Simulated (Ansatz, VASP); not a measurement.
BeS in VASP and in Ansatz

INCAR

```
ALGO = Fast ; EDIFF = 1E-6
ENCUT = 520 ; ISIF = 2
ISMEAR = 0 ; LASPH = T
LCHARG = F ; LREAL = F
LWAVE = F ; NBANDS = 11
NELM = 80 ; PREC = Accurate
SIGMA = 0.05
```

The input KPOINTS:

```
k-points
0
Gamma
  6 6 6
```

POSCAR

```
BeS
1.0
    2.7764774445      0.0000000000      0.0000000000
    0.0000000000      2.7764774445      0.0000000000
    0.0000000000      0.0000000000      2.7764774445
Be S
1 1
Direct
    0.0000000000      0.0000000000      0.0000000000
    0.5000000000      0.5000000000      0.5000000000
```

Input for Ansatz:

```yaml
crystal:
  lattice:
    - [2.7764774445, 0.0, 0.0]
    - [0.0, 2.7764774445, 0.0]
    - [0.0, 0.0, 2.7764774445]
  atoms:
    - { symbol: Be, position: [0.0, 0.0, 0.0] }
    - { symbol: S, position: [0.5, 0.5, 0.5] }
basis:
  ecutwfc: 420
kpoints:
  mp_grid: { grid: [6, 6, 6] }
hamiltonian:
  xc: lda
scf:
  occupations: { method: gaussian, width: 0.05 }
output:
  forces: true
  stress: true
  eigenvalues: true
```

The cell comes from a database or a generator and needn't be the stable form of this composition.

Alike in both runs: task single point; functional LDA; k mesh 6 × 6 × 6; occupations gaussian, width 0.05 eV; no spin polarisation.

```csv
,VASP,Ansatz
version,VASP 6.6.1,Ansatz 0.2.0
potentials or method,"VASP PAW LDA potentials, release 64 (Be, S)","scalar-relativistic, plane waves, PAW"
plane-wave cutoff (eV),520,420
valence electrons in the cell,8,8
```

|  | VASP | Ansatz | Ansatz less VASP |
| --- | --- | --- | --- |
| gap on the k mesh at the Fermi level (eV) | none | none | - |
| pressure (GPa) | 9.3 | 8.9 | -0.38 |

A gap of «none» marks a metal or a gap that the smearing closes.

Caveats: the k mesh is coarse (spacing up to 0.38 Å⁻¹), so the values aren't converged.
